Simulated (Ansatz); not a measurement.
# Cr (Cr, beta-Sn type): the cost of one run

Program: Ansatz 0.2.0. Level of theory: DFT revPBE, plane waves (420 eV) with PAW, scalar-relativistic; the PAW data stem from PBE, with regenerated cores. These are calculated values, not measurements.

1 further run of the same task is left out (for a known fault of the program).

### Step 1. The starting structure

The structure is orthorhombic, space group Fddd (No. 70). Conventional cell: a = 2.403 Å, b = 4.921 Å, c = 8.088 Å, α = 90.00°, β = 90.00°, γ = 90.00°. Around Cr (site symmetry 222) lie 10 Cr at 2.40 to 2.74 Å.

As a file:

```cif
data_structure
_symmetry_space_group_name_H-M 'Fddd:1'
_symmetry_Int_Tables_number 70
_cell_length_a 2.4028
_cell_length_b 4.9205
_cell_length_c 8.0878
_cell_angle_alpha 90.000
_cell_angle_beta 90.000
_cell_angle_gamma 90.000
_cell_volume 95.62
loop_
_atom_site_label
_atom_site_type_symbol
_atom_site_symmetry_multiplicity
_atom_site_Wyckoff_symbol
_atom_site_fract_x
_atom_site_fract_y
_atom_site_fract_z
_atom_site_occupancy
Cr1 Cr 8 b 0.25000 0.25000 0.75000 1
```

### Step 2. Dense single point

The input, input.yaml:

```yaml
crystal:
  lattice:
    - [-1.7396751996, 1.7396565127, 1.2014174354]
    - [1.7396565127, -1.7396751996, 1.2014174354]
    - [2.8594684801, 2.8594684801, -1.2014516605]
  atoms:
    - { symbol: Cr, position: [0.9999978512, 2.1488e-06, 1.0] }
    - { symbol: Cr, position: [0.7500021488, 0.2499978512, 0.5] }
hamiltonian:
  xc: revpbe
  pseudopotentials:
    kind: paw
    azcp:
      Cr: "pseudopotentials/Cr.paw.azcp"
basis:
  ecutwfc: 420
  fft_grid_basis: typed
kpoints:
  mp_grid: { grid: [24, 24, 13], shift: [0, 0, 0] }
magnetization:
  spin_polarized: false
scf:
  occupations: { method: fermi_dirac, width: 0.1 }
```

**Question.** How long does this run take on 2 threads of Intel Xeon Platinum 8259CL at 2.50GHz (Skylake/Cascade Lake), shared host, and how much memory does it need?

About 26 s, with a peak of 1.2 GiB.
